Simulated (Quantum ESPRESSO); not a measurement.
# Ba (Im-3m) in Quantum ESPRESSO: notebook

The runs below take Ba through single point, equation of state, with PBE+D3(BJ).

All numbers are computed with Quantum ESPRESSO 7.5; they aren't measurements. Logs are shortened: lines on timing, memory, paths and dates and some standing lists are left out, and cuts for length are marked.

### 1 Starting point

It takes space group Im-3m (No. 229, cubic). The conventional cell has a = 5.013 Å, b = 5.013 Å, c = 5.013 Å, α = 90.00°, β = 90.00°, γ = 90.00°. Ba (site symmetry m-3m) has 8 Ba at 4.34 Å as nearest neighbours.

### 2 Single point, PBE+D3(BJ), 59.21 Å³/atom

The input, pw.in:

```
&CONTROL
  calculation = 'scf'
  prefix = 'pwscf'
  outdir = './tmp'
  pseudo_dir = './pseudo'
  tprnfor = .true.
  tstress = .true.
  disk_io = 'nowf'
/
&SYSTEM
  ibrav = 0
  nat = 1
  ntyp = 1
  ecutwfc = 44
  nbnd = 10
  occupations = 'smearing'
  smearing = 'fd'
  degauss = 0.00367493
  vdw_corr = 'grimme-d3'
  dftd3_version = 4
/
&ELECTRONS
  conv_thr = 2d-10
  electron_maxstep = 120
  mixing_beta = 0.5
/
ATOMIC_SPECIES
Ba   137.3270 Ba.upf
CELL_PARAMETERS angstrom
  -2.4553325815    2.4553325815    2.4553325815
   2.4553325815   -2.4553325815    2.4553325815
   2.4553325815    2.4553325815   -2.4553325815
ATOMIC_POSITIONS crystal
Ba     0.0000000000    0.0000000000    0.0000000000
K_POINTS automatic
8 8 8 0 0 0
```

Potentials or basis: PseudoDojo 0.4.1 SR PBE standard.

The run is started by

```sh
$ OMP_NUM_THREADS=1 pw.x -in pw.in > pw.out
```

pw.out:

```text
This program is part of the open-source Quantum ESPRESSO suite
     for quantum simulation of materials; please cite
[... 9 lines left out ...]
     --------------------
     sticks:   dense  smooth     PW     G-vecs:    dense   smooth      PW
     Sum         841     841    291                15683    15683    3151

     Using Slab Decomposition

     bravais-lattice index     =            0
     lattice parameter (alat)  =       8.0366  a.u.
     unit-cell volume          =     399.5651 (a.u.)^3
     number of atoms/cell      =            1
     number of atomic types    =            1
     number of electrons       =        10.00
     number of Kohn-Sham states=           10
     kinetic-energy cutoff     =      44.0000  Ry
     charge density cutoff     =     176.0000  Ry
     scf convergence threshold =      2.0E-10
     mixing beta               =       0.5000
     number of iterations used =            8  plain     mixing
     Exchange-correlation= PBE
                           (   1   4   3   4   0   0   0)

     celldm(1)=   8.036553  celldm(2)=   0.000000  celldm(3)=   0.000000
     celldm(4)=   0.000000  celldm(5)=   0.000000  celldm(6)=   0.000000

     crystal axes: (cart. coord. in units of alat)
               a(1) = (  -0.577350   0.577350   0.577350 )
               a(2) = (   0.577350  -0.577350   0.577350 )
               a(3) = (   0.577350   0.577350  -0.577350 )

     reciprocal axes: (cart. coord. in units 2 pi/alat)
               b(1) = ( -0.000000  0.866025  0.866025 )
               b(2) = (  0.866025 -0.000000  0.866025 )
               b(3) = (  0.866025  0.866025  0.000000 )

     PseudoPot. # 1 for Ba read from file:
     Ba.upf
     Pseudo is Norm-conserving + core correction, Zval = 10.0
     Generated using ONCVPSP code by D. R. Hamann
     Using radial grid of 1958 points,  6 beta functions with:
                l(1) =   0
                l(2) =   0
                l(3) =   1
                l(4) =   1
                l(5) =   2
                l(6) =   2

     atomic species   valence    mass     pseudopotential
     Ba               10.00   137.32700     Ba( 1.00)

     48 Sym. Ops., with inversion, found

   Cartesian axes

     site n.     atom                  positions (alat units)
         1        Ba     tau(   1) = (   0.0000000   0.0000000   0.0000000  )

     --------------------------------------------
     DFT-D3 Dispersion Correction (3-body terms):
     --------------------------------------------
       Reference C6 values for interpolation:

         atom   Coordination number   C6
         Ba         0.000         11453.98
         Ba         0.980          8343.57
         Ba         1.847          1433.10

       Values used:

         atom   Coordination number  R0_AB[au]  C6      C8
         Ba         8.814            4.896   1433.10 443516.35

         Molecular C6 ( Ry / a.u.^6 ) =      1433.10

     number of k points=    29  Fermi-Dirac smearing, width (Ry)=  0.0037
                       cart. coord. in units 2pi/alat
        k(    1) = (   0.0000000   0.0000000   0.0000000), wk =   0.0039062
        k(    2) = (   0.1082532   0.1082532   0.0000000), wk =   0.0468750
        k(    3) = (   0.2165064   0.2165064   0.0000000), wk =   0.0468750
        k(    4) = (   0.3247595   0.3247595   0.0000000), wk =   0.0468750
        k(    5) = (  -0.4330127  -0.4330127   0.0000000), wk =   0.0234375
        k(    6) = (   0.2165064   0.1082532   0.1082532), wk =   0.0937500
[... 21 lines left out ...]
        k(   28) = (  -0.8660254  -0.1082532  -0.1082532), wk =   0.0468750
        k(   29) = (  -0.8660254  -0.8660254  -0.8660254), wk =   0.0039062

     Dense  grid:    15683 G-vectors     FFT dimensions: (  36,  36,  36)

     Initial potential from superposition of free atoms

     starting charge       9.9834, renormalised to      10.0000
     Starting wfcs are    5 randomized atomic wfcs +    5 random wfcs

     Self-consistent Calculation

     iteration #  1     ecut=    44.00 Ry     beta= 0.50
     Davidson diagonalization with overlap
     ethr =  1.00E-02,  avg # of iterations =  7.9

     Threshold (ethr) on eigenvalues was too large:
     Diagonalizing with lowered threshold

     Davidson diagonalization with overlap
     ethr =  1.04E-05,  avg # of iterations =  6.0

     total energy              =     -56.19521113 Ry
     estimated scf accuracy    <       0.00103998 Ry

     iteration #  2     ecut=    44.00 Ry     beta= 0.50
     Davidson diagonalization with overlap
     ethr =  1.04E-05,  avg # of iterations =  1.0

     total energy              =     -56.19535137 Ry
     estimated scf accuracy    <       0.00023466 Ry

     iteration #  3     ecut=    44.00 Ry     beta= 0.50
     Davidson diagonalization with overlap
     ethr =  2.35E-06,  avg # of iterations =  2.6

     total energy              =     -56.19537417 Ry
     estimated scf accuracy    <       0.00001012 Ry

     iteration #  4     ecut=    44.00 Ry     beta= 0.50
     Davidson diagonalization with overlap
     ethr =  1.01E-07,  avg # of iterations =  2.0

     total energy              =     -56.19537583 Ry
     estimated scf accuracy    <       0.00000025 Ry

     iteration #  5     ecut=    44.00 Ry     beta= 0.50
     Davidson diagonalization with overlap
     ethr =  2.55E-09,  avg # of iterations =  2.2

     total energy              =     -56.19537591 Ry
     estimated scf accuracy    <       0.00000002 Ry

     iteration #  6     ecut=    44.00 Ry     beta= 0.50
     Davidson diagonalization with overlap
     ethr =  2.47E-10,  avg # of iterations =  2.1

     total energy              =     -56.19537591 Ry
     estimated scf accuracy    <          7.6E-10 Ry

     iteration #  7     ecut=    44.00 Ry     beta= 0.50
     Davidson diagonalization with overlap
     ethr =  7.57E-12,  avg # of iterations =  2.4

     End of self-consistent calculation

          k = 0.0000 0.0000 0.0000 (  1961 PWs)   bands (ev):

   -22.4358  -7.3352  -7.3352  -7.3352   3.5873   8.2671   8.2671   8.2671
     9.7523   9.7523

          k = 0.1083 0.1083 0.0000 (  1968 PWs)   bands (ev):

   -22.4276  -7.4234  -7.3620  -7.3359   3.8948   8.0215   8.0972   8.5822
     9.4333   9.7284

          k = 0.2165 0.2165 0.0000 (  1972 PWs)   bands (ev):

   -22.4076  -7.6267  -7.4255  -7.3376   4.6534   7.5515   7.5580   9.4913
     9.4948   9.7926

          k = 0.3248 0.3248 0.0000 (  1974 PWs)   bands (ev):

   -22.3876  -7.8179  -7.4876  -7.3393   5.3001   7.1826   7.4698   9.7667
    10.0827  10.8580

          k =-0.4330-0.4330 0.0000 (  1966 PWs)   bands (ev):

   -22.3792  -7.8940  -7.5128  -7.3401   5.4323   7.0489   7.7999   9.7501
    10.3599  11.9264

          k = 0.2165 0.1083 0.1083 (  1979 PWs)   bands (ev):

   -22.4135  -7.5628  -7.3941  -7.3564   4.4424   7.6567   7.7117   9.1981
     9.2338   9.9592

          k = 0.3248 0.2165 0.1083 (  1974 PWs)   bands (ev):

   -22.3935  -7.7367  -7.4720  -7.3659   5.2437   7.1949   7.3730   9.3789
    10.2078  10.3942

          k = 0.4330 0.3248 0.1083 (  1971 PWs)   bands (ev):

   -22.3792  -7.8512  -7.5327  -7.3691   5.6418   7.0731   7.4763   9.6021
    10.3585  11.7210

          k = 0.4330 0.2165 0.2165 (  1970 PWs)   bands (ev):

   -22.3792  -7.7935  -7.5710  -7.3946   5.9671   6.8637   7.2874   9.5591
    10.2284  11.6247

          k = 0.5413 0.3248 0.2165 (  1967 PWs)   bands (ev):

   -22.3733  -7.7917  -7.6419  -7.4017   6.2260   6.9517   7.1662   9.7367
    10.2952  11.6950

          k = 0.2165 0.2165 0.2165 (  1952 PWs)   bands (ev):

   -22.3985  -7.7056  -7.4054  -7.4054   5.1430   7.2159   7.2159   9.8427
     9.8427  10.4021

          k = 0.3248 0.3248 0.2165 (  1978 PWs)   bands (ev):

   -22.3835  -7.7921  -7.5090  -7.4167   5.9014   6.9753   7.0787  10.0065
    10.2450  11.6142

          k = 0.4330 0.4330 0.2165 (  1976 PWs)   bands (ev):

   -22.3773  -7.8134  -7.5659  -7.4214   6.0576   6.9016   7.4250  10.0401
    10.4143  11.7521

          k = 0.0000 0.0000 0.2165 (  1978 PWs)   bands (ev):

   -22.4197  -7.4498  -7.3895  -7.3895   4.1881   8.1329   8.1329   8.5692
     8.6072  10.1650

          k = 0.4330 0.3248 0.3248 (  1967 PWs)   bands (ev):

   -22.3764  -7.7490  -7.6042  -7.4705   6.5143   6.9003   7.0667  10.2514
    10.3744  11.1765

          k = 0.0000-0.1083 0.3248 (  1977 PWs)   bands (ev):

   -22.4005  -7.6214  -7.4546  -7.4026   4.9163   7.5109   7.8160   8.6024
     9.3712  10.3770

          k =-0.0000-0.2165 0.4330 (  1974 PWs)   bands (ev):

   -22.3812  -7.7982  -7.5183  -7.4002   5.5683   7.1606   7.4841   8.9823
    10.3774  10.7387

          k = 0.1083-0.1083 0.4330 (  1967 PWs)   bands (ev):

   -22.3820  -7.7320  -7.5376  -7.4355   5.6331   6.9572   7.7801   8.7306
    10.0396  10.5102

          k =-0.8660-0.3248-0.3248 (  1960 PWs)   bands (ev):

   -22.3732  -7.8692  -7.5442  -7.3989   5.7006   7.3374   7.3603   8.8901
    10.7023  11.8372

          k =-0.7578-0.2165-0.3248 (  1959 PWs)   bands (ev):

   -22.3689  -7.8112  -7.6112  -7.4377   6.0819   6.8294   7.4541   8.9969
    10.2999  11.8627

          k =-0.6495-0.2165-0.2165 (  1974 PWs)   bands (ev):

   -22.3638  -7.7386  -7.7386  -7.4427   6.6536   6.6536   6.8957   9.8917
     9.8917  11.7755

          k = 0.4330 0.4330 0.4330 (  1956 PWs)   bands (ev):

   -22.3753  -7.6178  -7.6178  -7.6178   6.9423   6.9423   6.9423  10.4636
    10.4711  10.4711

          k = 0.0000 0.0000 0.4330 (  1974 PWs)   bands (ev):

   -22.3832  -7.6384  -7.5237  -7.5237   5.5286   7.0799   8.3160   8.3160
     9.4321  10.2035

          k =-0.0000-0.1083 0.5413 (  1970 PWs)   bands (ev):

   -22.3658  -7.7510  -7.5909  -7.5413   6.0487   6.5569   8.3204   8.5584
    10.1340  10.5213

          k =-0.8660-0.2165-0.2165 (  1958 PWs)   bands (ev):

   -22.3585  -7.8082  -7.6182  -7.5360   6.1002   6.5459   8.2523   8.3654
    11.0376  11.6374

          k =-0.7578-0.1083-0.2165 (  1960 PWs)   bands (ev):

   -22.3543  -7.7627  -7.6843  -7.5580   6.2320   6.2381   8.0400   9.4758
    10.1958  11.8392

          k =-0.0000-0.0000 0.6495 (  1954 PWs)   bands (ev):

   -22.3503  -7.7173  -7.6615  -7.6615   6.0553   6.0743   9.3114   9.3114
     9.9350  10.6425

          k =-0.8660-0.1083-0.1083 (  1938 PWs)   bands (ev):

   -22.3439  -7.7458  -7.6903  -7.6669   5.9015   5.9476   9.4201   9.5962
    11.0267  11.4562

          k =-0.8660-0.8660-0.8660 (  1926 PWs)   bands (ev):

   -22.3378  -7.7195  -7.7195  -7.7195   5.7304   5.7304  10.9727  10.9727
    10.9728  11.3854

     the Fermi energy is     6.3278 ev

!    total energy              =     -56.19537591 Ry
     estimated scf accuracy    <          2.2E-11 Ry
     smearing contrib. (-TS)   =      -0.00053147 Ry
     internal energy E=F+TS    =     -56.19484444 Ry

     The total energy is F=E-TS. E is the sum of the following terms:
     one-electron contribution =     -11.90431768 Ry
     hartree contribution      =       8.20733185 Ry
     xc contribution           =     -13.26606505 Ry
     ewald contribution        =     -39.21667116 Ry
     DFT-D3 Dispersion         =      -0.01512240 Ry

     convergence has been achieved in   7 iterations

     Forces acting on atoms (cartesian axes, Ry/au):

     atom    1 type  1   force =     0.00000000    0.00000000    0.00000000

     Total force =     0.000000     Total SCF correction =     0.000000

     Computing stress (Cartesian axis) and pressure

          total   stress  (Ry/bohr**3)                   (kbar)     P=        1.04
   0.00000706   0.00000000   0.00000000            1.04        0.00        0.00
   0.00000000   0.00000706   0.00000000            0.00        1.04        0.00
   0.00000000   0.00000000   0.00000706            0.00        0.00        1.04

=------------------------------------------------------------------------------=
   JOB DONE.
=------------------------------------------------------------------------------=
```

Run time: 4.8 s. Hardware: 1 thread of AMD EPYC 7R13 (Zen 3), shared host; peak memory 0.06 GiB.

Results:

```
Free energy            : -764.5770 eV
Pressure               : 0.1 GPa
Band gap on the k mesh : none (metal or under the smearing width)
```

Caveat: this release of the barium file is off; pairwise dispersion overbinds metals, which lowers pressure and volume.

### 3 Single point, PBE+D3(BJ), 60.47 Å³/atom

Edit pw.in of step 2 so:

```diff
@@ -29,5 +29,5 @@
 CELL_PARAMETERS angstrom
-  -2.4553325815    2.4553325815    2.4553325815
-   2.4553325815   -2.4553325815    2.4553325815
-   2.4553325815    2.4553325815   -2.4553325815
+  -2.4726242257    2.4726242257    2.4726242257
+   2.4726242257   -2.4726242257    2.4726242257
+   2.4726242257    2.4726242257   -2.4726242257
 ATOMIC_POSITIONS crystal
```

Potentials or basis: PseudoDojo 0.4.1 SR PBE standard.

The run is started by

```sh
$ OMP_NUM_THREADS=1 pw.x -in pw.in > pw.out
```

It took 5 s on 1 thread of AMD EPYC 7R13 (Zen 3), shared host; peak memory 0.06 GiB.

Results (log left out):

| Item | Value |
| --- | --- |
| Free energy | -764.5771 eV |
| Pressure | -0.1 GPa |
| Band gap on the k mesh | none (metal or under the smearing width) |

Caveat: this release of the barium file is off; pairwise dispersion overbinds metals, which lowers pressure and volume.

### 4 Single point, PBE+D3(BJ), 61.73 Å³/atom

Edit pw.in of step 3 so:

```diff
@@ -29,5 +29,5 @@
 CELL_PARAMETERS angstrom
-  -2.4726242257    2.4726242257    2.4726242257
-   2.4726242257   -2.4726242257    2.4726242257
-   2.4726242257    2.4726242257   -2.4726242257
+  -2.4896773455    2.4896773455    2.4896773455
+   2.4896773455   -2.4896773455    2.4896773455
+   2.4896773455    2.4896773455   -2.4896773455
 ATOMIC_POSITIONS crystal
```

The run is started by

```sh
$ OMP_NUM_THREADS=1 pw.x -in pw.in > pw.out
```

It took 5.1 s on 1 thread of AMD EPYC 7R13 (Zen 3), shared host; peak memory 0.06 GiB.

It converged, with:

```yaml
Free_energy: -764.5756 eV
Pressure: -0.3 GPa
Band_gap_on_the_k_mesh: none (metal or under the smearing width)
```

Caveat: this release of the barium file is off; pairwise dispersion overbinds metals, which lowers pressure and volume.

### 5 Single point, PBE+D3(BJ), 62.99 Å³/atom

Edit pw.in of step 4 so:

```diff
@@ -29,5 +29,5 @@
 CELL_PARAMETERS angstrom
-  -2.4896773455    2.4896773455    2.4896773455
-   2.4896773455   -2.4896773455    2.4896773455
-   2.4896773455    2.4896773455   -2.4896773455
+  -2.5065000000    2.5065000000    2.5065000000
+   2.5065000000   -2.5065000000    2.5065000000
+   2.5065000000    2.5065000000   -2.5065000000
 ATOMIC_POSITIONS crystal
```

The run is started by

```sh
$ OMP_NUM_THREADS=1 pw.x -in pw.in > pw.out
```

Wall time 5.1 s (1 thread of AMD EPYC 7R13 (Zen 3), shared host); peak memory 0.06 GiB.

Results (log left out):

```
Free energy            : -764.5728 eV
Pressure               : -0.5 GPa
Band gap on the k mesh : none (metal or under the smearing width)
```

Caveat: this release of the barium file is off; pairwise dispersion overbinds metals, which lowers pressure and volume.

### 6 Single point, PBE+D3(BJ), 64.25 Å³/atom

Edit pw.in of step 5 so:

```diff
@@ -29,5 +29,5 @@
 CELL_PARAMETERS angstrom
-  -2.5065000000    2.5065000000    2.5065000000
-   2.5065000000   -2.5065000000    2.5065000000
-   2.5065000000    2.5065000000   -2.5065000000
+  -2.5230998215    2.5230998215    2.5230998215
+   2.5230998215   -2.5230998215    2.5230998215
+   2.5230998215    2.5230998215   -2.5230998215
 ATOMIC_POSITIONS crystal
```

Potentials or basis: PseudoDojo 0.4.1 SR PBE standard.

The run is started by

```sh
$ OMP_NUM_THREADS=1 pw.x -in pw.in > pw.out
```

It took 5.1 s on 1 thread of AMD EPYC 7R13 (Zen 3), shared host; peak memory 0.06 GiB.

It converged, with:

```yaml
Free_energy: -764.5686 eV
Pressure: -0.6 GPa
Band_gap_on_the_k_mesh: none (metal or under the smearing width)
```

Caveat: this release of the barium file is off; pairwise dispersion overbinds metals, which lowers pressure and volume.

### 7 Single point, PBE+D3(BJ), 65.51 Å³/atom

Edit pw.in of step 6 so:

```diff
@@ -29,5 +29,5 @@
 CELL_PARAMETERS angstrom
-  -2.5230998215    2.5230998215    2.5230998215
-   2.5230998215   -2.5230998215    2.5230998215
-   2.5230998215    2.5230998215   -2.5230998215
+  -2.5394840457    2.5394840457    2.5394840457
+   2.5394840457   -2.5394840457    2.5394840457
+   2.5394840457    2.5394840457   -2.5394840457
 ATOMIC_POSITIONS crystal
```

The run is started by

```sh
$ OMP_NUM_THREADS=1 pw.x -in pw.in > pw.out
```

It took 5.1 s on 1 thread of AMD EPYC 7R13 (Zen 3), shared host; peak memory 0.06 GiB.

It converged, with:

```
Free energy            : -764.5633 eV
Pressure               : -0.7 GPa
Band gap on the k mesh : none (metal or under the smearing width)
```

Caveat: this release of the barium file is off; pairwise dispersion overbinds metals, which lowers pressure and volume.

### 8 Single point, PBE+D3(BJ), 66.77 Å³/atom

Edit pw.in of step 7 so:

```diff
@@ -29,5 +29,5 @@
 CELL_PARAMETERS angstrom
-  -2.5394840457    2.5394840457    2.5394840457
-   2.5394840457   -2.5394840457    2.5394840457
-   2.5394840457    2.5394840457   -2.5394840457
+  -2.5556595394    2.5556595394    2.5556595394
+   2.5556595394   -2.5556595394    2.5556595394
+   2.5556595394    2.5556595394   -2.5556595394
 ATOMIC_POSITIONS crystal
```

The run is started by

```sh
$ OMP_NUM_THREADS=1 pw.x -in pw.in > pw.out
```

Run time: 5.2 s. Hardware: 1 thread of AMD EPYC 7R13 (Zen 3), shared host; peak memory 0.06 GiB.

Results (log left out):

- Free energy: -764.5569 eV
- Pressure: -0.9 GPa
- Band gap on the k mesh: none (metal or under the smearing width)

Caveat: this release of the barium file is off; pairwise dispersion overbinds metals, which lowers pressure and volume.

### 9 Equation of state, PBE+D3(BJ)

Potentials or basis: PseudoDojo 0.4.1 SR PBE standard.

No new run: the results of the series are fitted here.

What came out:

```
Equilibrium volume                      : 59.88 Å³/atom
Bulk modulus                            : 9.6 GPa
Pressure derivative of the bulk modulus : 3.1
```

Energy against volume, from the lowest point:
| volume (Å³/atom) | energy (meV/atom) |
| --- | --- |
| 59.209 | 0.05 |
| 60.469 | 0.00 |
| 61.729 | 1.47 |
| 62.989 | 4.33 |
| 64.249 | 8.47 |
| 65.508 | 13.78 |
| 66.768 | 20.17 |

Caveat: this release of the barium file is off. The run has no spin-orbit coupling, so splittings on Ba are missing.
